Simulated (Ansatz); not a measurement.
**Cu: a vibration from a frozen displacement**

Method: Ansatz 0.2.0, DFT PBE, scalar-relativistic, plane waves, PAW. Settings: plane waves to 420 eV, k-mesh 12×12×12 (Γ-centred), Gaussian smearing 0.15 eV. No spin polarisation. Energies are free energies at this smearing, counted from the undisturbed cell; pressure is positive in compression.

The starting cell (as given, not relaxed at this level; it stands at 1.8 GPa):

```yaml
crystal:
  lattice:
    - [-3.61500, 3.61500, 0.00000]
    - [-3.61500, 0.00000, 3.61500]
    - [0.00000, 3.61500, 3.61500]
  atoms:
    - { symbol: Cu, position: [0.00000, 0.00000, 0.00000] }
    - { symbol: Cu, position: [0.50000, 0.00000, 0.00000] }
    - { symbol: Cu, position: [0.00000, 0.50000, 0.00000] }
    - { symbol: Cu, position: [0.00000, 0.00000, 0.50000] }
    - { symbol: Cu, position: [0.50000, 0.50000, 0.00000] }
    - { symbol: Cu, position: [0.50000, 0.00000, 0.50000] }
    - { symbol: Cu, position: [0.00000, 0.50000, 0.50000] }
    - { symbol: Cu, position: [0.50000, 0.50000, 0.50000] }
```

Atom 1 (Cu) is moved by x along the Cartesian unit vector (1.000, 0.000, 0.000); the cell and all other atoms stay fixed. The cell's volume is 94.48 Å³; the moved atoms weigh 63.546 u together and the others 444.822 u. Some rows repeat others by symmetry and weren't run.

| x (Å) | ΔE (meV/cell) | total force on the moved atoms along the move (eV/Å) | pressure (GPa) |
| --- | --- | --- | --- |
| -0.6000 | 1411.58 | 5.1599 | 9.6836 |
| -0.5400 | 1121.69 | 4.5080 | 8.1396 |
| -0.4800 | 870.01 | 3.8870 | 6.7720 |
| -0.4200 | 654.56 | 3.3003 | 5.5786 |
| -0.3600 | 473.26 | 2.7489 | 4.5564 |
| -0.3000 | 324.01 | 2.2315 | 3.7009 |
| -0.2400 | 204.86 | 1.7448 | 3.0078 |
| -0.1800 | 114.11 | 1.2842 | 2.4730 |
| -0.1200 | 50.35 | 0.8441 | 2.0935 |
| 0.0000 | 0.00 | 0.0000 | 1.7914 |
| 0.1200 | 50.35 | -0.8441 | 2.0935 |
| 0.1800 | 114.11 | -1.2842 | 2.4730 |
| 0.2400 | 204.86 | -1.7448 | 3.0078 |
| 0.3000 | 324.01 | -2.2315 | 3.7009 |
| 0.3600 | 473.26 | -2.7489 | 4.5564 |
| 0.4200 | 654.56 | -3.3003 | 5.5786 |
| 0.4800 | 870.01 | -3.8870 | 6.7720 |
| 0.5400 | 1121.69 | -4.5080 | 8.1396 |
| 0.6000 | 1411.58 | -5.1599 | 9.6836 |

Task: What frequency belongs to this motion?

Result: The force constant is k = −dF/dx = 7.034 eV/Å², from the parabola through x = -0.1200, 0 and 0.1200. In every cell the moved atoms swing against the rest, so the mass is μ = m₁m₂/(m₁ + m₂) = 55.603 u, and ν̃ = 521.5 cm⁻¹ × √(|k|/μ) = 185 cm⁻¹, at this cell's pressure of 1.8 GPa. The pattern needn't be a normal mode: ν̃² is then a weighted mean of the squared nonzero frequencies at the zone centre of this cell, so it lies between the lowest and the highest of them.

Task: How far does the harmonic law reach?

Result: At x = -0.600 Å, kx²/2 = 1266.15 meV against the computed 1411.58 meV (+11.5 %): the well stiffens in this direction at large amplitude.

Task: The pressure changes with x². What does that say about the frequency under compression?

Result: With E = k(V)x²/2, k ∝ V^(−2γ) and x scaling with the cell as V^(1/3), P − P0 = −∂E/∂V = (2γ − 2/3) ΔE/V. At x = 0.1800 Å, V(P − P0) = 94.48 × 0.68155 / 160.2 eV = 401.92 meV and ΔE = 114.11 meV, so γ = 1/3 + V(P − P0)/(2ΔE) = 2.09. This is the Grüneisen parameter of the motion under uniform scaling of the cell: shrinking the cell evenly by 1 % in volume raises the frequency by about 2.09 %.

In a metal these slopes depend on the k mesh and the smearing.